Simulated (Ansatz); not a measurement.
A relaxed cell of Au is given with its symmetry left out. The cell was found from a structure generator's guess, not taken from experiment.

All numbers below come from DFT PBE, scalar-relativistic, plane waves, PAW (Ansatz). Cutoff 420 eV, Γ-centred mesh, Gaussian smearing, no spin polarisation.

```yaml
crystal:
  lattice:
    - [3.98195, 0.00000, 0.00000]
    - [0.00000, 3.98195, 0.00000]
    - [0.00000, 0.00000, 3.98195]
  atoms:
    - { symbol: Au, position: [0.50000, 0.00000, 0.00000] }
    - { symbol: Au, position: [0.00000, 0.50000, 0.00000] }
    - { symbol: Au, position: [0.00000, 0.00000, 0.50000] }
```

Energies count from the standard state of Au at the same level.

(1) What space group does it have?

(2) How far does it lie from the standard state of Au?

(3) Is it a metal?

## Answers

(1) Pm-3m (No. 221). Conventional cell: a = 3.982 Å. Around Au lie 8 Au at 2.82 Å.

(2) +0.08 eV/atom. It lies above the standard state, so it could only be metastable.

(3) Yes, bands cross the Fermi level on the 12×12×12 mesh.

The last run used a 12×12×12 mesh for its 3-atom cell and Gaussian smearing of 0.10 eV. These runs have no spin–orbit coupling, which can matter for Au. A later test with randomly moved atoms came back to the same energy, though modes that don't fit the test's cell weren't probed.
